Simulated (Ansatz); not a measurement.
# NaH: the band gap up the ladder of functionals

One table from this session's results is given with a row withheld; the runs are named, their logs left out.

Code: Ansatz 0.2.0. PAW datasets, plane waves. (Calculated; spin-unpolarised; the phase may be known or hypothetical.)

## The cell

The cell was relaxed beforehand with r2SCAN.

It is hexagonal, P6_3/mmc (No. 194); conventional cell a = 3.319 Å, c = 5.831 Å, 13.91 Å³ an atom. Near Na stand 6 H at 2.41 Å; near H stand 6 Na at 2.41 Å.

The structure in full:

```cif
data_structure
_symmetry_space_group_name_H-M 'P 1'
_symmetry_Int_Tables_number 1
_cell_length_a 3.3192
_cell_length_b 3.3192
_cell_length_c 5.8310
_cell_angle_alpha 90.000
_cell_angle_beta 90.000
_cell_angle_gamma 120.000
_cell_volume 55.63
loop_
_atom_site_label
_atom_site_type_symbol
_atom_site_fract_x
_atom_site_fract_y
_atom_site_fract_z
_atom_site_occupancy
Na1 Na 0.00000 0.00000 0.00000 1
Na2 Na 0.00000 0.00000 0.50000 1
H1 H 0.33333 0.66667 0.25000 1
H2 H 0.66667 0.33333 0.75000 1
```

The first run:

Input file input.yaml:

```yaml
crystal:
  lattice:
    - [3.3191587698, 0.0, 0.0]
    - [-1.6595793849, 2.8744758138, 0.0]
    - [0.0, 0.0, 5.83095379]
  atoms:
    - { symbol: Na, position: [0.0, 0.0, 0.0] }
    - { symbol: Na, position: [0.0, 0.0, 0.5] }
    - { symbol: H, position: [0.3333333333, 0.6666666667, 0.25] }
    - { symbol: H, position: [0.6666666667, 0.3333333333, 0.75] }
kpoints:
  mp_grid: { grid: [12, 12, 4] }
  band_path:
    path:
      - [[0.0, 0.0, 0.0], [0.5, 0.0, 0.0], [0.333333333333, 0.333333333333, 0.0], [0.0, 0.0, 0.0], [0.0, 0.0, 0.5], [0.5, 0.0, 0.5], [0.333333333333, 0.333333333333, 0.5], [0.0, 0.0, 0.5]]
      - [[0.5, 0.0, 0.5], [0.5, 0.0, 0.0]]
      - [[0.333333333333, 0.333333333333, 0.5], [0.333333333333, 0.333333333333, 0.0]]
    npoints: 10
hamiltonian:
  xc: pbe
scf:
  occupations: { method: fermi_dirac, width: 0.02 }
  n_extra_bands: 5
output:
  forces: true
  stress: true
  eigenvalues: true
```

Among the steps run: Band structure with PBE; r2SCAN at the same geometry; HSE06; PBE0 at the same geometry; LDA at the same geometry; G0W0 on PBE; DDH-PBE0; Single point with r2SCANh; LC-ωPBE at the same geometry.

One of the session's tables, all rows but one given; the rest of the session is left out.

```
                     level  gap (eV)
                       PBE      3.39
                    r2SCAN      3.98
                     HSE06      4.43
                      PBE0      5.16
                       LDA      3.02
G0W0@PBE (166 empty bands)      5.56
G0W0@PBE (412 empty bands)         ?
                  DDH-PBE0      5.67
                   r2SCANh      4.60
                   LC-ωPBE      9.60
```

Q: Estimate the row for G0W0@PBE (412 empty bands) from the others.

The run gave: gap (eV): 5.64. In the column «gap (eV)» it lies between G0W0@PBE (166 empty bands) (5.56) and DDH-PBE0 (5.67).

Meshes: PBE 12×12×4, r2SCAN 12×12×4, HSE06 6×6×4, PBE0 6×6×4, LDA 12×12×4, DDH-PBE0 6×6×4, r2SCANh 6×6×4, LC-ωPBE 6×6×4.

LDA gives the least gap, 3.02 eV, and LC-ωPBE the largest, 9.60 eV. Against G0W0@PBE, PBE is short by 2.25 eV, at 60 % of it, and r2SCAN 71 %. PBE0 lies 0.73 eV above HSE06, which differs from it by screening the long-range exchange. G0W0 here is at a finite number of bands, screening cutoff and k mesh, not at the basis limit.

Caveats from the session: Warnings in the runs' records: stress exchange threshold loose, stress scf threshold loose.
